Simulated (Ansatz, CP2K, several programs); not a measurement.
Energy against volume for an ordered 6-atom cell of Al2GaN3 on the rocksalt lattice (I4/mmm), at fixed shape and fractional coordinates, computed by several methods (PBE and r2SCAN, where shown, with plane waves in Ansatz); the cell shown is that of r2SCAN. With free coordinates or axes held, a curve is too stiff, and on another method's shape its minimum isn't the method's own volume. Space group I4/mmm (No. 139), tetragonal; a = 2.900 Å, c = 12.322 Å in the conventional setting, 8.63 Å³ an atom. Al is surrounded by 6 N at 2.01–2.07 Å; N is surrounded by 5 Al at 2.01–2.05 Å and 1 Ga at 2.09 Å; N is surrounded by 4 Ga at 2.05 Å and 2 Al at 2.07 Å; Ga is surrounded by 6 N at 2.05–2.09 Å. These are computed values for a spin-unpolarised cell that may be hypothetical; none is a measurement. Energies count from each curve's lowest point; fits are third-order Birch-Murnaghan.

```
Al N Ga
1.0
    -1.44994    1.44994    6.16081
     1.44994   -1.44994    6.16081
     1.44994    1.44994   -6.16081
Al N Ga
2 3 1
Direct
  0.83233 0.83233 0.00000
  0.16767 0.16767 0.00000
  0.66935 0.66935 0.00000
  0.00000 0.00000 0.00000
  0.33065 0.33065 0.00000
  0.50000 0.50000 0.00000
```

light PBE (260 eV, its own mesh), on the shape of the cell shown:
```
V (Å³/atom)  E (meV/atom)
      7.944         78.11
      8.289         27.47
      8.635          3.54
      8.980          0.00
      9.325         32.28
      9.671         62.66
```
The points scatter about a smooth fit, as a low cutoff and a light mesh can make them, so no fit is quoted.

PBE/SZV (CP2K), on the shape of the cell shown:
```
V (Å³/atom)  E (meV/atom)
      7.598        338.15
      8.117        155.10
      8.635         50.04
      9.153          2.31
      9.671          0.00
```
The lowest point is an end point, so the minimum isn't bracketed.

Question: r2SCAN, on the shape of its own relaxed cell, gives
```tsv
V (Å³/atom)	E (meV/atom)
8.117	28.70
8.376	6.80
8.635	0.00
8.894	6.15
9.153	23.41
```
What equilibrium volume and bulk modulus follow?

Answer: V₀ = 8.63 Å³ an atom and B₀ = 266 GPa.

PBE/DZVP (CP2K), on the shape of the cell shown:
```csv
V (Å³/atom),E (meV/atom)
7.598,181.78
8.117,56.99
8.635,2.64
9.153,0.00
9.671,38.40
```
V₀ = 8.91 Å³ an atom and B₀ = 241 GPa.

Question: PBE, on the shape of its own relaxed cell, gives

| V (Å³/atom) | E (meV/atom) |
| --- | --- |
| 8.346 | 26.52 |
| 8.613 | 6.28 |
| 8.879 | 0.00 |
| 9.145 | 5.67 |
| 9.412 | 21.53 |

What equilibrium volume and bulk modulus follow?

Answer: V₀ = 8.88 Å³ an atom and B₀ = 239 GPa.
